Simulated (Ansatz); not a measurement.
Crystal: SrVO3.

```xyz
5
Lattice="3.8409 0.0000 0.0000 0.0000 3.8409 0.0000 0.0000 0.0000 3.8409" Properties=species:S:1:pos:R:3 pbc="T T T"
Sr    1.9204    1.9204    1.9204
V     0.0000    0.0000    0.0000
O     0.0000    0.0000    1.9204
O     0.0000    1.9204    0.0000
O     1.9204    0.0000    0.0000
```

| Item | Value |
| --- | --- |
| Program | Ansatz 0.2.0 |
| Task | relaxation of cell and atoms |
| Functional | PBEsol |
| Potentials or basis | Ansatz PAW |
| Cutoff | 420 eV (not typed: the program's choice for these potentials) |
| k mesh | 7 × 7 × 7 |
| Occupations | fermi-dirac, width 0.05 eV |
| Spin | collinear spin, ferromagnetic start |
| Starting moments | [0.0, 2.0, 0.0, 0.0, 0.0] μB |

At the start: volume 11.33 Å³/atom.

Problem. Where does the relaxation end?

Solution. It ends after 6 steps and the volume is 11.05 Å³/atom (-2.5 %); space group Pm-3m (No. 221, to 0.05 Å); moment 0.00 μB per cell.

The path:
| step | energy change (eV) | largest force (eV/Å) | volume (Å³) |
| --- | --- | --- | --- |
| 1 | 0.0000 | 0.0000 | 56.66 |
| 2 | -0.0250 | 0.0000 | 55.52 |
| 3 | -0.0266 | 0.0000 | 55.30 |
| 4 | -0.0211 | 0.0000 | 55.30 |
| 5 | -0.0213 | 0.0000 | 55.26 |
| 6 | -0.0213 | 0.0000 | 55.26 |

Final structure:
```xyz
5
Lattice="3.8090 0.0000 0.0000 0.0000 3.8090 0.0000 0.0000 0.0000 3.8090" Properties=species:S:1:pos:R:3 pbc="T T T"
Sr    1.9045    1.9045    1.9045
V     0.0000    0.0000    0.0000
O     0.0000    0.0000    1.9045
O     0.0000    1.9045    0.0000
O     1.9045    0.0000    0.0000
```

Caveat: the plane-wave basis is chosen anew once the cell has moved, so the energies of steps on either side of that aren't comparable; the pressure holds a Pulay correction of +0.7 GPa for the finite cutoff; the PAW data sets come from PBE, with cores solved anew for the run's functional, which leaves a small shift of forces and pressure; the starting moments weren't kept.
